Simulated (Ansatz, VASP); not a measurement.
# Two plane-wave programs on AgCl

```xyz
2
Lattice="3.3956 0.0000 0.0000 0.0000 3.3956 0.0000 0.0000 0.0000 3.3956" Properties=species:S:1:pos:R:3 pbc="T T T"
Ag    0.0000    0.0000    0.0000
Cl    1.6978    1.6978    1.6978
```

Alike in both runs: task single point; functional PBE; k mesh 8 × 8 × 8; no spin polarisation.

```csv
,VASP,Ansatz
version,VASP 6.6.1,Ansatz 0.2.0
potentials or method,"VASP PAW PBE potentials, release 64 (Ag, Cl)","plane waves, PAW"
plane-wave cutoff (eV),520,420
occupations,"gaussian, width 0.01 eV",fixed
valence electrons in the cell,18,26
```

|  | VASP | Ansatz | Ansatz less VASP |
| --- | --- | --- | --- |
| gap on the k mesh at the Fermi level (eV) | 0.58 | 0.58 | 0.000 |

The two sets of potentials don't hold the same shells in valence.

A k mesh can miss the band edges. A hybrid or GW would open this gap; PBE tends to underestimate it.
